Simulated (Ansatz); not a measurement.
An input for Ansatz 0.2.0 (Ca):

The input input.yaml:

```yaml
crystal:
  lattice:
    - [-2.4129668528, 2.4129668528, 2.4129668528]
    - [2.4129668528, -2.4129668528, 2.4129668528]
    - [2.4129668528, 2.4129668528, -2.4129668528]
  atoms:
    - { symbol: Ca, position: [0.0, 0.0, 0.0], spin: 0.5 }
kpoints:
  mp_grid: { grid: [0, 4, 4] }
scf:
  occupations: { method: methfessel_paxton, width: 0.1 }
  max_iter: 50
hamiltonian:
  xc: r2scan0
  pseudopotentials: { kind: all_electron, datasets: crystal }
magnetization:
  spin_polarized: true
output:
  forces: true
  stress: true
  eigenvalues: true
```

Potentials or basis: all-electron PAW datasets made for the crystal.

The run is started by

```bash
$ ansatz run input.yaml --threads 1 --pin off --max-ram 2560MiB --backend cpu --events-out ev --progress --plain --runs-dir out
```

Task: What does the program do with it?

Result: The run stopped without a result. It printed:

Output:

```text
Error: hamiltonian.pseudopotentials.datasets: crystal, beside a feature not held to (scf.occupations.method: methfessel_paxton; magnetization.spin_polarized: true; output.eigenvalues: true / output.band_residual_tolerance) — the datasets of this kind: all_electron run are made for its crystal, and no such run has been held to what stands beside, or a reason given rules it out; change each as told or leave it out, or set another kind (and leave the keys of all_electron out)
```
